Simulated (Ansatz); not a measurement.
A calculation with Ansatz 0.2.0 of Sn (native input, structure typed inline):

Contents of input.yaml:

```yaml
crystal:
  lattice:
    - [0.0, 3.2333428, 3.2333428]
    - [3.2333428, 0.0, 3.2333428]
    - [3.2333428, 3.2333428, 0.0]
  atoms:
    - { symbol: Sn, position: [0.754656, 0.747616, 0.745497] }
    - { symbol: Sn, position: [0.488953, 0.484906, 0.500948] }
hamiltonian:
  xc: revpbe
  pseudopotentials: { kind: paw }
  dispersion: d4
kpoints:
  mp_grid: { grid: [6, 6, 6] }
scf:
  occupations: { method: methfessel_paxton, width: 0.01 }
output:
  forces: true
  stress: true
relax:
  f_tol: 0.01
  max_steps: 40
```

Potentials or basis: Ansatz PAW.

Run with:

```console
$ ansatz run input.yaml --threads 2 --pin off --max-ram 5120MiB --backend cpu --events-out ev --progress --plain --runs-dir out
```

The cell isn't the ideal one: atoms moved at random, drawn with an rms of 0.1 Å.

This isn't the form of Sn at room conditions, which is tetragonal (white tin).

Write the same calculation in another form: ASE script, structure from a POSCAR.

As run:

The input run.py:

```python
import json

import ase.io
import numpy as np

import ansatz as az

atoms = ase.io.read("POSCAR", format="vasp")

calculation = (
    az.Crystal.from_ase(atoms)
    .calculation()
    .kpoints(6, 6, 6)
    .functional("revpbe", dispersion="d4")
    .pseudopotentials(kind="paw")
    .occupations(method="methfessel_paxton", width=0.01)
    .relax(force_tolerance=0.01, max_steps=40)
    .density()
    .potential()
    .output_files(volumetric_format="npy")
    .electron_localization_function()
    .forces()
    .stress()
)
outcome = calculation.run(threads=2, events_out="events.jsonl")

report = outcome.report
for line in open("events.jsonl"):
    event = json.loads(line)
    if event["event"] == "scf_iter":
        d = event["data"]
        print(f"SCF {d['iter']:3d}  HF = {d['harris_foulkes_ev']:.6f} eV  dr2 = {d['dr2_ev']:.2e} eV")
    elif event["event"] in ("relax_step", "md_step"):
        d = event["data"]
        print(f"{event['event']} {d['step']:3d}  E = {d['lagrangian_ev']:.6f} eV")
np.set_printoptions(precision=5, suppress=True, linewidth=110)
print("converged:", report["converged"], "after", report["n_iterations"], "iterations")
print(f"free energy {report['free_energy_ev']:.6f} eV, Fermi level {report['fermi_energy_ev']:.4f} eV")
for key in ("band_edges_ev", "magnetization_mub", "site_moments_mub", "site_moments_nc_mub", "forces_ev_ang",
                "stress_gpa", "kpoints_frac", "eigenvalues_ev"):
    if report.get(key) is not None:
        print(key, np.array(report[key]), sep="\n")
```

POSCAR

```
Sn
1.0
    0.0000000000      3.2333428000      3.2333428000
    3.2333428000      0.0000000000      3.2333428000
    3.2333428000      3.2333428000      0.0000000000
Sn
2
Direct
    0.7546560000      0.7476160000      0.7454970000
    0.4889530000      0.4849060000      0.5009480000
```

Potentials or basis: Ansatz PAW.

The run is started by

```console
$ python run.py
```

Both were run:

|  | native input, structure typed inline | ASE script, structure from a POSCAR |
| --- | --- | --- |
| Energy gained by relaxing | 19.6 meV/atom | 19.6 meV/atom |
| Ionic steps | 2 | 2 |
| Pressure after relaxing | 2.2 GPa | 2.2 GPa |
| Largest force after relaxing | 0.009 eV/Å | 0.009 eV/Å |

Keys that steer only the numerical path or the files written may differ.

Caveat: the potentials were made for another functional, which shifts forces and pressure; pairwise dispersion overbinds metals, which lowers pressure and volume; the thresholds are loose for stress.
